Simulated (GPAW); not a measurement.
A run of GPAW 26.7.0:

run.py

```python
from ase.dft.bandgap import bandgap
from ase.io import read, write
from ase.units import GPa
from gpaw import GPAW, PW

atoms = read('AgBr.xyz')

calc = GPAW(mode=PW(600),
            xc='PBE',
            kpts={'size': (8, 8, 8), 'gamma': True},
            occupations={'name': 'methfessel-paxton', 'order': 0, 'width': 0.015},
            nbands=23,
            convergence={'density': 1e-05, 'energy': 1e-05},
            maxiter=150,
            txt='gpaw.txt')
atoms.calc = calc
energy = atoms.get_potential_energy()
forces = atoms.get_forces()
stress = atoms.get_stress()
calc.write('gs.gpw')
write('result.traj', atoms)
print(f'Energy: {energy:.6f} eV')
print('Forces (eV/A):')
print(forces.round(4))
print('Stress (GPa):', (stress / GPa).round(3))
print('Fermi level:', round(calc.get_fermi_level(), 4), 'eV')
print(f'Gap: {bandgap(calc)[0]:.4f} eV, direct: {bandgap(calc, direct=True)[0]:.4f} eV')
```

AgBr.xyz

```xyz
2
Lattice="0.0000000000 2.8701500000 2.8701500000 2.8701500000 0.0000000000 2.8701500000 2.8701500000 2.8701500000 0.0000000000" Properties=species:S:1:pos:R:3 pbc="T T T"
Ag     0.0000000000      0.0000000000      0.0000000000
Br     2.8701500000      2.8701500000      2.8701500000
```

Potentials or basis: GPAW PAW data sets (gpaw-data 1.2.1), pw.

Command:

```sh
$ OMP_NUM_THREADS=1 python run.py
```

Hardware: 1 thread of Arm Neoverse V1, with other jobs on the host.

Q: Estimate the wall time of this run.

A: It took 18 s on 1 thread of Arm Neoverse V1 (shared host), peak memory 0.16 GiB. Counts: scf iterations 8, plane waves 1604, bands 23, k points 29.
